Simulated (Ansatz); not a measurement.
# A strain series on CaSe (CsCl type): isotropic on every length

CaSe in the CsCl structure, relaxed with r2SCAN in the PAW code Ansatz, then strained (isotropic on every length; changes of length per length, axes as in the cell below) with the atoms relaxed again within the symmetry that is left. Space group Pm-3m (No. 221), cubic; conventional cell a = 3.635 Å, 24.01 Å³ an atom. Ca has 8 Se at 3.15 Å; Se has 8 Ca at 3.15 Å. These are computed values for a spin-unpolarised cell that may be hypothetical; none is a measurement.

```xyz
2
Lattice="3.6348 0.0000 0.0000 0.0000 3.6348 0.0000 0.0000 0.0000 3.6348" Properties=species:S:1:pos:R:3 pbc="T T T"
Ca    0.0000    0.0000    0.0000
Se    1.8174    1.8174    1.8174
```

Gaps are the least over each mesh (PBE 8×8×8, r2SCAN 8×8×8, HSE06 6×6×6 when unstrained) and the special points, which keep their unstrained names; stress is the change from the unstrained cell, compression positive.

```csv
strain (%),"gap, PBE (eV)","gap, r2SCAN (eV)","gap, HSE06 (eV)","edges, HSE06","mean stress, r2SCAN (GPa)","energy rise, r2SCAN (meV/atom)"
0.0,0.771,1.236,1.540,M,0.00,0.0
+0.35,0.787,1.252,1.555,M,-0.56,0.5
+1.65,0.840,1.305,1.604,M,-2.43,9.9
```

Question: Estimate the row for a strain of +5.36 %.

Answer:
```csv
strain (%),"gap, PBE (eV)","gap, r2SCAN (eV)","gap, HSE06 (eV)","edges, HSE06","mean stress, r2SCAN (GPa)","energy rise, r2SCAN (meV/atom)"
+5.36,0.955,1.419,1.707,M,-6.21,91.4
```

Spin-orbit coupling is left out.

The meshes of the hybrids are coarse, so their gaps aren't converged to the digits shown.
